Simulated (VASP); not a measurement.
# BP in VASP: one cell, several levels of theory

BP in the zincblende structure, under +4.8 % biaxial strain in x and y, free along z is computed at one geometry. Runs: PBE, r2SCAN.

The runs shown are made with VASP 6.6.1. PAW datasets, plane waves. (Simulation; spin polarisation is off.)

## Step 1: The cell

The cell comes from an earlier relaxation with r2SCAN in another program, then strained, with the atoms relaxed again.

Space group I-4m2 (No. 119), tetragonal; conventional cell a = 3.363 Å, c = 4.447 Å, 12.57 Å³ an atom. B has 4 P at 2.02 Å; P has 4 B at 2.02 Å.

As a file:

Space group I-4m2 (No. 119). a = 3.363 Å, b = 3.363 Å, c = 4.447 Å, α = 90.00°, β = 90.00°, γ = 90.00°
```tsv
atom	site	symmetry	x	y	z
B	2a	-4m2	0.0000	0.0000	0.0000
P	2c	-4m2	0.0000	0.5000	0.2500
```

## Step 2: PBE

File INCAR:

```
ENCUT = 520.000000
SIGMA = 0.020000
EDIFF = 1.00e-07
GGA = PE
PREC = Accurate
IBRION = -1
ISIF = 2
ISMEAR = -1
NBANDS = 11
NELM = 120
NSW = 0
LASPH = .TRUE.
LCHARG = .TRUE.
LELF = .TRUE.
LWAVE = .FALSE.
LREAL = .FALSE.
```

File KPOINTS:

```
KPOINTS created by Atomic Simulation Environment
0
Gamma
10 10 10
0 0 0
```

File KPOINTS_OPT:

```
special points
7
Reciprocal
0.0000000000 0.0000000000 0.0000000000 1
-0.5000000000 -0.5000000000 0.0000000000 1
-0.3750000000 -0.3750000000 0.2500000000 1
-0.3750000000 0.0000000000 0.3750000000 1
0.0000000000 0.0000000000 0.5000000000 1
-0.5000000000 -0.2500000000 0.2500000000 1
0.4036460000 0.4036460000 0.0000000000 1
```

File POSCAR:

```
B  P
 1.0000000000000000
     0.0000000000000000    2.3778753193000002    2.2234512308999999
     2.3778753193000002    0.0000000000000000    2.2234512308999999
     2.3778753193000002    2.3778753193000002    0.0000000000000000
 B   P
   1   1
Cartesian
  0.0000000000000000  0.0000000000000000  0.0000000000000000
  1.1889376596500001  1.1889376596500001  1.1117256154499999
```

Potentials: the recommended PBE PAW datasets, 8 valence electrons in the neutral cell.

Run with:

```bash
mpirun -np 1 vasp_std
```

Standard output, without the iteration lines:

```text
POSCAR found type information on POSCAR B P
 POSCAR found :  2 types and       2 ions
 LDA part: xc-table for (Slater+PW92), standard interpolation
 POSCAR, INCAR and KPOINTS ok, starting setup
 FFT: planning ... GRIDC
 FFT: planning ... GRID_SOFT
 FFT: planning ... GRID
 WAVECAR not read
 entering main loop
 Start KPOINTS_OPT (optional k-point list driver)
k-point batch [1-7\7]
```

OSZICAR:

```text
N       E                     dE             d eps       ncg     rms          rms(c)
DAV:   1     0.875095295169E+01    0.87510E+01   -0.39644E+03  2244   0.657E+02
DAV:   2    -0.127720458667E+02   -0.21523E+02   -0.20584E+02  3025   0.105E+02
DAV:   3    -0.133757459723E+02   -0.60370E+00   -0.60250E+00  2866   0.157E+01
DAV:   4    -0.133781841944E+02   -0.24382E-02   -0.24379E-02  2579   0.117E+00
DAV:   5    -0.133781992030E+02   -0.15009E-04   -0.15008E-04  2796   0.909E-02    0.645E+00
DAV:   6    -0.128987601588E+02    0.47944E+00   -0.11861E+00  2520   0.448E+00    0.349E+00
DAV:   7    -0.128296789479E+02    0.69081E-01   -0.16452E-01  2807   0.204E+00    0.125E+00
DAV:   8    -0.128226891745E+02    0.69898E-02   -0.23536E-02  2629   0.854E-01    0.168E-01
DAV:   9    -0.128230184098E+02   -0.32924E-03   -0.73373E-04  2653   0.175E-01    0.958E-02
DAV:  10    -0.128232111783E+02   -0.19277E-03   -0.24642E-04  2494   0.981E-02    0.263E-02
DAV:  11    -0.128232212081E+02   -0.10030E-04   -0.10095E-05  2885   0.213E-02    0.268E-02
DAV:  12    -0.128232223828E+02   -0.11747E-05   -0.42290E-06  2496   0.102E-02    0.981E-03
DAV:  13    -0.128232222696E+02    0.11313E-06   -0.98431E-08  2095   0.213E-03    0.445E-03
DAV:  14    -0.128232223379E+02   -0.68291E-07   -0.31644E-08  1290   0.108E-03
   1 F= -.12823222E+02 E0= -.12823222E+02  d E =-.738295E-07
       N       E                     dE             ncg
DAV:   1     0.128779390999E+04   -0.20772E+04      154
DAV:   2     0.113791226359E+04   -0.14988E+03      199
DAV:   3     0.113371897287E+04   -0.41933E+01      217
DAV:   4     0.113370651635E+04   -0.12457E-01      180
DAV:   5     0.113370645415E+04   -0.62204E-04      201
DAV:   6     0.113370645361E+04   -0.53895E-06      188
DAV:   7     0.113370645360E+04   -0.51746E-08      201
```

The lines after F= are the extra pass for the points of KPOINTS_OPT, at fixed density; their E is not a total energy.

From OUTCAR:

```text
k-points           NKPTS =    102   k-points in BZ     NKDIM =    102   number of bands    NBANDS=     11

   NELECT =       8.0000    total number of electrons

   dimension x,y,z NGX =    24 NGY =   24 NGZ =   28
   dimension x,y,z NGXF=    48 NGYF=   48 NGZF=   56

  energy-cutoff  :      520.00
  volume of cell :       25.14
      direct lattice vectors                 reciprocal lattice vectors
     0.000000000  2.377875319  2.223451231    -0.210271748  0.210271748  0.224875632
     2.377875319  0.000000000  2.223451231     0.210271748 -0.210271748  0.224875632
     2.377875319  2.377875319  0.000000000     0.210271748  0.210271748 -0.224875632

 k-points in reciprocal lattice and weights: KPOINTS created by Atomic Simulation Env
   0.00000000  0.00000000  0.00000000       0.001
   0.10000000 -0.00000000  0.00000000       0.008
   0.20000000 -0.00000000  0.00000000       0.008
   0.30000000  0.00000000  0.00000000       0.008
   0.40000000  0.00000000  0.00000000       0.008
   0.50000000 -0.00000000  0.00000000       0.004
   0.10000000  0.10000000  0.00000000       0.002
   0.20000000  0.10000000  0.00000000       0.008
[... 94 more k-points ...]

 E-fermi :   7.1712

 k-point     1 :       0.0000    0.0000    0.0000
  band No.  band energies     occupation
      1      -8.2287      2.00000
      2       6.3983      2.00000
      3       6.3983      2.00000
      4       6.9841      1.99983
      5       9.6570      0.00000
      6      10.0507      0.00000
      7      10.0507      0.00000
      8      12.8162      0.00000
      9      17.6407      0.00000
     10      17.7013      0.00000
     11      19.1890      0.00000

 k-point     2 :       0.1000   -0.0000    0.0000
  band No.  band energies     occupation
      1      -8.0590      2.00000
      2       5.3081      2.00000
      3       6.1035      2.00000
      4       6.5724      2.00000
      5       9.9482      0.00000
      6      10.4092      0.00000
      7      10.4866      0.00000
      8      13.4209      0.00000
      9      17.2149      0.00000
     10      18.1290      0.00000
     11      18.4165      0.00000

 k-point     3 :       0.2000   -0.0000    0.0000
  band No.  band energies     occupation
      1      -7.5572      2.00000
      2       3.1078      2.00000
      3       5.5257      2.00000
      4       6.0652      2.00000
      5      10.1028      0.00000
      6      10.9900      0.00000
      7      11.1231      0.00000
      8      14.8075      0.00000
      9      16.9443      0.00000
     10      17.5380      0.00000
     11      19.1612      0.00000

 k-point     4 :       0.3000    0.0000    0.0000
  band No.  band energies     occupation
      1      -6.7557      2.00000
      2       0.8788      2.00000
      3       5.0040      2.00000
      4       5.6489      2.00000
      5       9.9207      0.00000
      6      11.1707      0.00000
      7      11.6590      0.00000
      8      16.0205      0.00000
      9      17.6960      0.00000
     10      17.8135      0.00000
     11      19.4478      0.00000

 k-point     5 :       0.4000    0.0000    0.0000
  band No.  band energies     occupation
      1      -5.7742      2.00000
      2      -1.0093      2.00000
      3       4.6656      2.00000
      4       5.3904      2.00000
      5       9.7327      0.00000
      6      11.0495      0.00000
      7      11.8291      0.00000
      8      16.4734      0.00000
      9      18.8456      0.00000
     10      19.6338      0.00000
     11      20.3103      0.00000

 k-point     6 :       0.5000   -0.0000    0.0000
  band No.  band energies     occupation
      1      -5.1687      2.00000
      2      -1.9236      2.00000
      3       4.5499      2.00000
      4       5.3041      2.00000
      5       9.6596      0.00000
      6      10.9693      0.00000
      7      11.8408      0.00000
      8      16.5016      0.00000
      9      19.9409      0.00000
     10      21.1538      0.00000
     11      21.2425      0.00000

 k-point     7 :       0.1000    0.1000    0.0000
  band No.  band energies     occupation
      1      -7.9824      2.00000
      2       5.6051      2.00000
      3       5.6051      2.00000
      4       6.1404      2.00000
      5       9.1914      0.00000
      6      11.0477      0.00000
      7      11.0477      0.00000
      8      13.3308      0.00000
      9      17.9761      0.00000
     10      18.0175      0.00000
     11      18.5365      0.00000

 k-point     8 :       0.2000    0.1000    0.0000
  band No.  band energies     occupation
      1      -7.5714      2.00000
      2       3.8147      2.00000
      3       4.9756      2.00000
      4       5.8350      2.00000
      5       9.2642      0.00000
      6      11.5423      0.00000
      7      11.8254      0.00000
      8      13.8118      0.00000
      9      17.6145      0.00000
     10      18.0452      0.00000
     11      19.4572      0.00000

 k-point     9 :       0.3000    0.1000    0.0000
  band No.  band energies     occupation
      1      -6.8492      2.00000
      2       1.5857      2.00000
      3       4.4837      2.00000
      4       5.3823      2.00000
      5       9.6724      0.00000
      6      11.7580      0.00000
      7      12.1117      0.00000
      8      14.1570      0.00000
      9      18.2020      0.00000
     10      18.7379      0.00000
     11      19.8352      0.00000

 k-point    10 :       0.4000    0.1000    0.0000
  band No.  band energies     occupation
      1      -5.8974      2.00000
      2      -0.4181      2.00000
      3       4.2248      2.00000
      4       4.9115      2.00000
      5       9.7639      0.00000
      6      11.9094      0.00000
      7      12.0092      0.00000
      8      14.8515      0.00000
      9      18.5989      0.00000
     10      20.3276      0.00000
     11      20.7165      0.00000

 k-point    11 :       0.5000    0.1000    0.0000
  band No.  band energies     occupation
      1      -5.0827      2.00000
      2      -1.7116      2.00000
      3       4.2245      2.00000
      4       4.5514      2.00000
      5       9.7619      0.00000
      6      11.6195      0.00000
      7      12.0641      0.00000
      8      16.0835      0.00000
      9      18.7366      0.00000
     10      21.0824      0.00000
     11      21.6915      0.00000

 k-point    12 :      -0.4000    0.1000    0.0000
  band No.  band energies     occupation
      1      -5.3762      2.00000
      2      -1.2915      2.00000
      3       4.3569      2.00000
      4       4.4751      2.00000
      5       9.8959      0.00000
      6      11.4457      0.00000
      7      12.1119      0.00000
      8      16.6679      0.00000
      9      18.9583      0.00000
     10      19.0623      0.00000
     11      21.5394      0.00000

 k-point    13 :      -0.3000    0.1000    0.0000
  band No.  band energies     occupation
      1      -6.3429      2.00000
      2       0.3912      2.00000
      3       4.3698      2.00000
      4       4.9415      2.00000
      5      10.1756      0.00000
      6      11.3399      0.00000
      7      12.1936      0.00000
      8      15.8583      0.00000
      9      17.0781      0.00000
     10      18.9368      0.00000
     11      20.6206      0.00000

 k-point    14 :      -0.2000    0.1000    0.0000
  band No.  band energies     occupation
      1      -7.2104      2.00000
      2       2.4755      2.00000
      3       4.6395      2.00000
      4       5.5398      2.00000
      5      10.4687      0.00000
      6      11.0283      0.00000
      7      11.9855      0.00000
      8      14.8304      0.00000
      9      16.0542      0.00000
     10      18.1735      0.00000
     11      19.9889      0.00000

 k-point    15 :      -0.1000    0.1000    0.0000
  band No.  band energies     occupation
      1      -7.7975      2.00000
      2       4.3778      2.00000
      3       5.3783      2.00000
      4       6.0589      2.00000
      5      10.4691      0.00000
      6      10.4908      0.00000
      7      11.2255      0.00000
      8      14.0716      0.00000
      9      16.2561      0.00000
     10      17.8199      0.00000
     11      18.9026      0.00000

 k-point    16 :       0.2000    0.2000    0.0000
  band No.  band energies     occupation
      1      -7.2525      2.00000
      2       4.3108      2.00000
      3       4.3108      2.00000
      4       4.3449      2.00000
      5       8.3402      0.00000
      6      12.5887      0.00000
      7      12.9443      0.00000
      8      12.9443      0.00000
      9      17.7704      0.00000
     10      18.7903      0.00000
     11      20.5362      0.00000

[... the tables of k-points 17 to 102 left out ...]

  Total       -2.3268432     -2.3268432      0.0873696      0.0000000      0.0000000     -0.0000000
  in kB     -148.2661254   -148.2661254      5.5671799      0.0000000      0.0000000     -0.0000000
  external PRESSURE =     -96.9883570 kB  Pullay stress =       0.0000000 kB

 POSITION                                       TOTAL-FORCE (eV/Angst)
 -----------------------------------------------------------------------------------
      0.00000      0.00000      0.00000        -0.000000     -0.000000      0.000000
      1.18894      1.18894      1.11173         0.000000      0.000000     -0.000000
 -----------------------------------------------------------------------------------
    total drift:                               -0.000000     -0.000000      0.000000

  FREE ENERGIE OF THE ION-ELECTRON SYSTEM (eV)
  ---------------------------------------------------
  free  energy   TOTEN  =       -12.8232223379 eV

  energy  without entropy=      -12.8232222641  energy(sigma->0) =      -12.82322230
```

Wall time 9.4 s (1 MPI rank of Intel Xeon 6975P-C, shared host); peak memory 0.16 GiB.

The levels at the points of KPOINTS_OPT are read from vasprun.xml.

Levels at the named points, in eV from the top of band v (v: the last filled band by count, c: the next):

```csv
point,v−1,v,c,c+1
Γ,-0.59,0.00,2.67,3.07
X,-4.66,-4.66,0.60,0.77
U,-6.08,-4.10,1.29,4.67
K,-6.16,-3.45,2.12,5.86
L,-2.43,-1.68,2.68,3.99
W,-5.60,-5.38,4.58,5.46
```

The PBE gap is 0.39 eV and indirect (Γ to (0.40, 0.40, 0.00)), with 2.67 eV as the least direct one. Pressure: -9.70 GPa; the forces vanish within 0.01 eV/Å.

The maps below are laid out on this run's own conventional cell (a, b, c = 3.363, 3.363, 4.447 Å).

Density in a lattice plane of the grid's cell (edges 3.36 and 4.45 Å, at 0.000 of the third edge), which holds B and P.

Ten even steps from '0' (-0.29 e/Å³) to '9' (0.93 e/Å³):
```
678887776667778887
778888988788988887
677889997679998877
556789973137998765
445578851015887554
334457753135775443
333446666666664433
233345677777654333
222334556665543322
222233444444433222
222233333333333222
222222333333322222
333322222222222333
333332222222223333
444333222222233344
554433322222333445
665543332223334556
776544333333344567
667655443334455676
457776555455567775
```
Columns run along the first of these edges and rows up along the second, over one cell in 18 and 20 even steps from the bottom left corner. Atoms in the plane (fractional): B at (0.00, 0.00), P at (0.50, 0.75).

ELF in the same plane.

Ten even steps from ' ' (0.01) to '@' (0.95):
```
  ..==%%@@@@@@%%######%%@@@@@@%%==..
--==##@@@@@@@@@@######@@@@@@@@@@##==
++**%%@@@@@@@@%%**++**%%@@@@@@@@%%**
****%%@@@@@@@@##--::--##@@@@@@@@%%**
==++##%%%%%%##==..  ..==##%%%%%%##++
::--==**##**++==::::::==++**##**==--
....::==++++++++++++++++++++++==::..
    ..::==++****######****++==::..  
      ..::==++**######**++==::..    
        ..::==++******++==::..      
          ....::------::....        
              ..........            
....                              ..
::::::..                      ..::::
====--::..                  ..::--==
**++++==::..              ..::==++++
++++++==--::..          ..::--==++++
----======----::......::----======--
    ::==++++++====--====++++++==::  
    ::++##%%%%##******##%%%%##++::  
```
Columns run along the first of these edges and rows up along the second, over one cell in 18 and 20 even steps from the bottom left corner. Atoms in the plane (fractional): B at (0.00, 0.00), P at (0.50, 0.75).

Both are smooth fields of the valence electrons: close to the nuclei they are not physical.

The highest ELF values outside the cores: 0.95 on the P–B line, 0.9 Å from P.

[end of part 1 of 2]
